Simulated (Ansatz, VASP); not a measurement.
Cs: VASP beside Ansatz

```xyz
1
Lattice="0.0000 2.7845 2.7845 2.7845 0.0000 2.7845 2.7845 2.7845 0.0000" Properties=species:S:1:pos:R:3 pbc="T T T"
Cs    0.0000    0.0000    0.0000
```

Change from the starting cell: volume scaled by 0.45, PAW files.

Alike in both runs: task single point; functional LDA; k mesh 10 × 10 × 10; occupations fermi-dirac, width 0.1 eV; no spin polarisation.

|  | VASP | Ansatz |
| --- | --- | --- |
| version | VASP 6.6.1 | Ansatz 0.2.0 |
| potentials or method | VASP PAW LDA potentials, release 64 (Cs_sv) | PAW with Ansatz's default frozen-core files, scalar-relativistic |
| plane-wave cutoff (eV) | 520 | 420 |
| valence electrons in the cell | 9 | 9 |

```tsv
	VASP	Ansatz	Ansatz less VASP
pressure (GPa)	4.6	4.6	-0.04
```

Spin-orbit coupling is left out, which matters for the levels of Cs.
